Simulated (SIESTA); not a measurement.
## TePb under changes of volume

One of the cells (33.730 Å³/atom); the others are scaled copies at fixed shape and fractional positions:

```
Pb Te
1.0
     0.00000    3.23100    3.23100
     3.23100    0.00000    3.23100
     3.23100    3.23100    0.00000
Pb Te
1 1
Direct
  0.00000 0.00000 0.00000
  0.50000 0.50000 0.50000
```

```yaml
Program: SIESTA 5.4.2
Functional: OLYP
Potentials_or_basis: PseudoDojo 0.4 standard (PBE files)
Basis: DZP (energy shift 0.002 Ry; radii capped at 9.5 bohr)
Grid_cutoff: 500 Ry
Energy_shift: 0.002 Ry
k_mesh: 7 × 7 × 7
Occupations: fermi-dirac, width 0.05 eV
Spin: no spin polarisation
```

```tsv
volume (Å³/atom)	energy over the lowest point (meV/atom)	pressure (GPa)
31.706	108.83	7.7
32.380	79.11	6.5
33.055	?	?
33.730	37.04	4.2
34.404	21.12	3.3
35.079	8.84	2.5
35.753	0.00	1.7
```

Question: What does the run at 33.055 Å³/atom give?

Answer: Energy over the lowest point 54.37 meV/atom; pressure 5.3 GPa.

Worked out: A Birch-Murnaghan fit of order 3 (a polynomial in V^(-2/3)) to the other rows has no minimum within the range. It gives 55.70 meV/atom at 33.055 Å³/atom, against the run's 54.37, and -dE/dV = 5.1 GPa, against 5.3.

Energies are extrapolated to zero smearing.

Caveats: semicore shells carry a single zeta, which can move pressures by several GPa and volumes by a few percent; the potentials were made for another functional, which shifts forces and pressure; the basis of atomic orbitals isn't converged, which shifts pressures, moduli and gaps.
